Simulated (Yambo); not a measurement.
Here is a Yambo 5.3.0 calculation.

File optics2.in:

```
optics
chi
Chimod= "HARTREE"
% BndsRnXd
 1 | 33 |
%
NGsBlkXd= 3 Ry
% LongDrXd
 0 | 0 | 1 |
%
% QpntsRXd
 1 | 1 |
%
% EnRngeXd
 0 | 20 | eV
%
% DmRngeXd
 0.1 | 0.1 | eV
%
ETStpsXd= 200
```

The input scf.in:

```
&CONTROL
  calculation = 'scf'
  prefix = 'pwscf'
  outdir = './tmp'
  pseudo_dir = './pseudo'
/
&SYSTEM
  ibrav = 0
  nat = 4
  ntyp = 2
  ecutwfc = 84
  nbnd = 14
  occupations = 'smearing'
  smearing = 'fd'
  degauss = 0.00367493
  force_symmorphic = .true.
/
&ELECTRONS
  conv_thr = 8d-10
  electron_maxstep = 120
  mixing_beta = 0.5
/
ATOMIC_SPECIES
Al    26.9815 Al.upf
N     14.0070 N.upf
CELL_PARAMETERS angstrom
   3.1130000000    0.0000000000    0.0000000000
  -1.5565000000    2.6959370820    0.0000000000
   0.0000000000    0.0000000000    4.9810000000
ATOMIC_POSITIONS crystal
Al     0.6666666667    0.3333333333    0.5000000000
Al     0.3333333333    0.6666666667    0.0000000000
N      0.6666666667    0.3333333333    0.8800000000
N      0.3333333333    0.6666666667    0.3800000000
K_POINTS automatic
12 12 8 0 0 0
```

nscf.in

```
&CONTROL
  calculation = 'nscf'
  prefix = 'pwscf'
  outdir = './tmp'
  pseudo_dir = './pseudo'
/
&SYSTEM
  ibrav = 0
  nat = 4
  ntyp = 2
  ecutwfc = 84
  nbnd = 38
  occupations = 'fixed'
  force_symmorphic = .true.
/
&ELECTRONS
  conv_thr = 1d-08
  diago_full_acc = .true.
  diago_thr_init = 1d-06
/
ATOMIC_SPECIES
Al    26.9815 Al.upf
N     14.0070 N.upf
CELL_PARAMETERS angstrom
   3.1130000000    0.0000000000    0.0000000000
  -1.5565000000    2.6959370820    0.0000000000
   0.0000000000    0.0000000000    4.9810000000
ATOMIC_POSITIONS crystal
Al     0.6666666667    0.3333333333    0.5000000000
Al     0.3333333333    0.6666666667    0.0000000000
N      0.6666666667    0.3333333333    0.8800000000
N      0.3333333333    0.6666666667    0.3800000000
K_POINTS automatic
12 12 8 0 0 0
```

Potentials or basis: PseudoDojo 0.4.1 SR PBE standard.

Command:

```console
$ OMP_NUM_THREADS=1 pw.x -in scf.in > scf.out
$ OMP_NUM_THREADS=1 pw.x -in nscf.in > nscf.out
$ cd tmp/pwscf.save; p2y; mv SAVE ../..; cd ../..
$ OMP_NUM_THREADS=1 yambo
$ OMP_NUM_THREADS=1 yambo -F optics2.in -J optics2 -C optics2_out
```

Task: Predict the absorption peak.

Result: 6.73 eV.

Task: What does it give for the electronic dielectric constant along the field?

Result: 4.44.

Task: What does it give for the electronic dielectric constant along the field, independent particles?

Result: 4.71.

Task: Predict the band gap on the k mesh, mean-field level.

Result: 4.22 eV, direct.

Dielectric function (along the field direction of the input):
```
energy (eV)  real part  imaginary part
       0.30       4.45            0.04
       0.90       4.49            0.04
       1.61       4.58            0.05
       2.31       4.75            0.05
       3.02       5.03            0.07
       3.62       5.40            0.10
       4.32       6.09            0.31
       5.03       6.86            1.34
       5.73       7.75            2.14
       6.33       9.33            6.09
       7.04       5.26            8.31
       7.74      -0.42            7.44
       8.44       1.64            3.86
       9.05       3.05            3.56
       9.75       1.90            4.99
      10.45       0.44            3.48
      11.16       0.61            3.07
      11.76       2.32            4.41
      12.46      -0.30            4.78
      13.17      -1.08            4.21
      13.87      -0.79            2.91
      14.47      -0.99            2.54
      15.18      -1.20            2.10
      15.88      -1.40            1.56
      16.58      -0.94            1.30
      17.19      -1.09            1.19
      17.89      -0.65            0.65
      18.59      -0.52            0.56
      19.30      -0.15            0.46
      20.00      -0.15            0.49
```

Caveat: these spectra lack excitons.

**Measured values to compare with.**

“Structural and optical properties of self-assembled AlN nanowires grown on SiO2/Si substrates by molecular beam epitaxy”, 2024, arxiv:2402.00216 quotes, for a bulk crystal of AlN at 0 K: band gap 6.0343 eV (an exciton energy, a little under the gap).

Against the measured gap of AlN, 6.0343 eV (an exciton energy, a little under the gap; 0 K; quoted in “Structural and optical properties of self-assembled AlN nanowires grown on SiO2/Si substrates by molecular beam epitaxy”, 2024, arxiv:2402.00216), the calculated 4.22 eV is off by -1.81 eV. 2 values of this kind are on record (6.034 to 6.0343 eV); this one was drawn at random. The value is that of PBE on a finite k mesh, which can miss the band edges, without temperature or zero-point motion. Semilocal functionals fall short of measured gaps as a rule.
